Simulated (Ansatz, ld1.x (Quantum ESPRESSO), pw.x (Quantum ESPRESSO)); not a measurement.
## pw.x on sc Cs: one setting changed

Potential: PAW, ld1.x (Quantum ESPRESSO) 7.5, PBE; core [Kr] 4d10, reference 5s2 5p6 5d0 6s1 6p0; waves: 5s (bound): rcut 2.25, rcutus 2.80 bohr; 6s (bound): rcut 2.25, rcutus 2.80 bohr; 5p (bound): rcut 2.90, rcutus 3.60 bohr; 6p (bound, empty): rcut 2.90, rcutus 3.60 bohr; 5d (bound, empty): rcut 3.00, rcutus 4.00 bohr; 5d channel at 5.2 Ry: rcut 3.00, rcutus 4.00 bohr; local part: all-electron potential smoothed inside 3.00 bohr (lloc = -2); core correction: Bessel-smoothed model core, default radius (core density twice the valence density); augmentation: BESSEL, radius 2.25 bohr.

The reference run (k-mesh 8³, cutoffs 40/320 Ry, Fermi–Dirac 0.01 Ry, mixing_beta 0.4, conv_thr 1e-9, no spin) gives -0.02 GPa at 127.569 Å³/atom, where all-electron LAPW gives -0.00 GPa. This run, with its own iteration cap, changes mixing_mode to TF.

```
&control
  calculation='scf', prefix='x', pseudo_dir='./', outdir='./tmp', tstress=.true., disk_io='none'
/
&system
  ibrav=0, nat=1, ntyp=1, ecutwfc=40, ecutrho=320, nbnd=12,
  occupations='smearing', smearing='fd', degauss=0.01
/
&electrons
  conv_thr=1e-09, mixing_beta=0.4, electron_maxstep=50, mixing_mode='TF'
/
ATOMIC_SPECIES
Cs 1.0 Cs.UPF
CELL_PARAMETERS angstrom
  5.03402132 0.00000000 0.00000000
  0.00000000 5.03402132 0.00000000
  0.00000000 0.00000000 5.03402132
ATOMIC_POSITIONS crystal
Cs 0.0000 0.0000 0.0000
K_POINTS automatic
8 8 8 0 0 0
```

```bash
pw.x < Cs.scf.in > Cs.scf.out
```

Q: How does the run end?

A: It converges in 15 iterations; the free energy moves by +0.0 meV/atom and the pressure by +0.00 GPa. The result is that of the reference run.

```
Message from routine setup:
     using ibrav=0 with symmetry is DISCOURAGED, use correct ibrav instead
     lattice parameter (alat)  =       9.5129  a.u.
     unit-cell volume          =     860.8783 (a.u.)^3
     number of electrons       =         9.00
     number of Kohn-Sham states=           12
     kinetic-energy cutoff     =      40.0000  Ry
     charge density cutoff     =     320.0000  Ry
     scf convergence threshold =      1.0E-09
     Exchange-correlation= SLA  PW   PBX  PBC
     number of k points=    35  Fermi-Dirac smearing, width (Ry)=  0.0100
     iteration #  1     ecut=    40.00 Ry     beta= 0.40
     total energy              =    -415.75688001 Ry
     estimated scf accuracy    <       0.00494268 Ry
     iteration #  2     ecut=    40.00 Ry     beta= 0.40
     total energy              =    -415.75540747 Ry
     estimated scf accuracy    <       0.00305552 Ry
     iteration #  3     ecut=    40.00 Ry     beta= 0.40
     total energy              =    -415.75541465 Ry
     estimated scf accuracy    <       0.00048922 Ry
     iteration #  4     ecut=    40.00 Ry     beta= 0.40
     total energy              =    -415.75578088 Ry
     estimated scf accuracy    <       0.00010815 Ry
     iteration #  5     ecut=    40.00 Ry     beta= 0.40
     total energy              =    -415.75581567 Ry
     estimated scf accuracy    <       0.00002592 Ry
     iteration #  6     ecut=    40.00 Ry     beta= 0.40
     total energy              =    -415.75583790 Ry
     estimated scf accuracy    <       0.00004609 Ry
     [... 3 iterations left out ...]
     iteration # 10     ecut=    40.00 Ry     beta= 0.40
     total energy              =    -415.75585462 Ry
     estimated scf accuracy    <       0.00000188 Ry
     iteration # 11     ecut=    40.00 Ry     beta= 0.40
     total energy              =    -415.75585474 Ry
     estimated scf accuracy    <       0.00000003 Ry
     iteration # 12     ecut=    40.00 Ry     beta= 0.40
     total energy              =    -415.75585475 Ry
     estimated scf accuracy    <          3.9E-09 Ry
     iteration # 13     ecut=    40.00 Ry     beta= 0.40
     total energy              =    -415.75585475 Ry
     estimated scf accuracy    <          1.1E-09 Ry
     iteration # 14     ecut=    40.00 Ry     beta= 0.40
     total energy              =    -415.75585475 Ry
     estimated scf accuracy    <          1.0E-09 Ry
     iteration # 15     ecut=    40.00 Ry     beta= 0.40
     the Fermi energy is     1.5958 ev
!    total energy              =    -415.75585476 Ry
     estimated scf accuracy    <          6.8E-10 Ry
     smearing contrib. (-TS)   =      -0.00537849 Ry
     The total energy is F=E-TS. E is the sum of the following terms:
     one-electron contribution =     -18.45525766 Ry
     hartree contribution      =      13.25401299 Ry
     xc contribution           =     -56.36939330 Ry
     ewald contribution        =     -24.15883421 Ry
     one-center paw contrib.   =    -330.02100408 Ry
     convergence has been achieved in  15 iterations
          total   stress  (Ry/bohr**3)                   (kbar)     P=       -0.17
     Message from routine punch:
     Nothing written, as per user request (disk_io='none')
```

The run took about 39 s on one core of a shared host (Neoverse-V2, 96 threads, 742 GiB, load 28).
